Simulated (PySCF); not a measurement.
Molecule: `C1COCCN1`, C4H9NO.

Molfile (atoms numbered from 1):
```
C4H9NO
     RDKit          3D

 15 15  0  0  0  0  0  0  0  0999 V2000
   -1.2288    0.9027    0.1995 C   0  0  0  0  0  0  0  0  0  0  0  0
   -1.3742   -0.4761   -0.4301 C   0  0  0  0  0  0  0  0  0  0  0  0
   -0.2554   -0.7901   -1.2198 O   0  0  0  0  0  0  0  0  0  0  0  0
    0.9400   -0.7479   -0.4826 C   0  0  0  0  0  0  0  0  0  0  0  0
    1.1452    0.6235    0.1464 C   0  0  0  0  0  0  0  0  0  0  0  0
    0.0086    1.0458    0.9460 N   0  0  0  0  0  0  0  0  0  0  0  0
   -2.0868    1.1231    0.8549 H   0  0  0  0  0  0  0  0  0  0  0  0
   -1.2342    1.6592   -0.6053 H   0  0  0  0  0  0  0  0  0  0  0  0
   -1.5005   -1.2370    0.3717 H   0  0  0  0  0  0  0  0  0  0  0  0
   -2.2576   -0.5306   -1.0852 H   0  0  0  0  0  0  0  0  0  0  0  0
    0.9225   -1.5225    0.3158 H   0  0  0  0  0  0  0  0  0  0  0  0
    1.7568   -1.0013   -1.1763 H   0  0  0  0  0  0  0  0  0  0  0  0
    1.2903    1.3622   -0.6619 H   0  0  0  0  0  0  0  0  0  0  0  0
    2.0590    0.6359    0.7622 H   0  0  0  0  0  0  0  0  0  0  0  0
   -0.0385    0.4851    1.7959 H   0  0  0  0  0  0  0  0  0  0  0  0
  1  2  1  0
  2  3  1  0
  3  4  1  0
  4  5  1  0
  5  6  1  0
  6  1  1  0
  1  7  1  0
  1  8  1  0
  2  9  1  0
  2 10  1  0
  4 11  1  0
  4 12  1  0
  5 13  1  0
  5 14  1  0
  6 15  1  0
M  END
```

Geometry PBE0-D3(BJ)/def2-SVP throughout; GIAO in PySCF 2.14, gas phase, one conformer, non-relativistic; equivalent atoms averaged; basis pcSseg-1.

(1) How do the absolute shieldings σ depend on the functional? (ppm; last column core-seconds on 1 thread of an Arm Neoverse V1, shared host)

(2) Which nucleus moves most, in ppm?

## Answers

(1) 
```tsv
functional	kind	C2/C4	C1/C5	O3	N6	H9/H10/H11/H12	H7/H8/H13/H14	H15	core-s
WP04	global hybrid	101.1	123.1	274.1	201.9	28.38	29.08	31.42	12
B97-2	global hybrid	113.6	135.4	286.4	216.6	28.07	28.78	31.41	12
BHandHLYP	global hybrid	114.6	136.2	298.1	220.3	28.22	28.90	31.55	12
CAM-B3LYP	range-separated hybrid	110.5	133.2	292.0	218.2	28.00	28.73	31.41	17
wB97X-D	range-separated hybrid	114.2	136.6	295.8	221.8	28.10	28.81	31.52	17
LC-wPBE	range-separated hybrid	119.8	142.7	309.5	231.1	28.07	28.81	31.49	25
```

(2) O3 (ether oxygen): from 274.1 ppm with WP04 to 309.5 ppm with LC-wPBE. The smallest spread is 0.14 ppm, at H15. Proton shifts span only some 12 ppm, so a few tenths of a ppm matter as much there as several ppm in carbon.
